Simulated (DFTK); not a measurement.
# TaN in DFTK: the effect of pseudo set

TaN:

```
Ta N
1.0
     0.00000    2.21132    2.21132
     2.21132    0.00000    2.21132
     2.21132    2.21132    0.00000
Ta N
1 1
Direct
  0.50000 0.50000 0.50000
  0.00000 0.00000 0.00000
```

The cell comes from a database or a generator and needn't be the stable form of this composition.

Alike in all runs:

| Quantity | Value |
| --- | --- |
| Program | DFTK 0.8.2 |
| Task | single point |
| Functional | PBE |
| k mesh | 10 × 10 × 10 |
| Occupations | fermi-dirac, width 0.05 eV |
| Spin | no spin polarisation |

Problem. One run gave: pressure 26.5 GPa. Which pseudo set did it use?
A. dojo.nc.sr.pbe.v0_4_1.standard.upf (PBE)
B. in-house norm-conserving set (PBE, scalar relativistic)
C. SG15 1.2 (PBE)
D. dojo.nc.sr.pbe.v0_5.stringent.upf (PBE)
E. cp2k.nc.sr.pbe.v0_1.largecore.gth (PBE, GTH, large core)

Solution. E.

```tsv
pseudo set	cutoff	pressure (GPa)
dojo.nc.sr.pbe.v0_4_1.standard.upf (PBE)	1143 eV	-1.6
dojo.nc.sr.pbe.v0_5.standard.upf (PBE)	1143 eV	-1.6
dojo.nc.sr.pbe.v0_5.stringent.upf (PBE)	1796 eV	-1.8
SG15 1.2 (PBE)	1225 eV	-1.5
SPMS 1.0 (PBE)	1225 eV	-1.6
in-house norm-conserving set (PBE, scalar relativistic)	1252 eV	-1.1
cp2k.nc.sr.pbe.v0_1.largecore.gth (PBE, GTH, large core)	2231 eV	26.5
cp2k.nc.sr.pbe.v0_1.semicore.gth (PBE, GTH)	2231 eV	-7.9
```

Caveats: GTH potentials come without recommended cutoffs, and this one wasn't checked for convergence (some runs); this set keeps more shells in the core, which shifts pressures and gaps (some runs).

The runs don't all hold the same shells in valence.
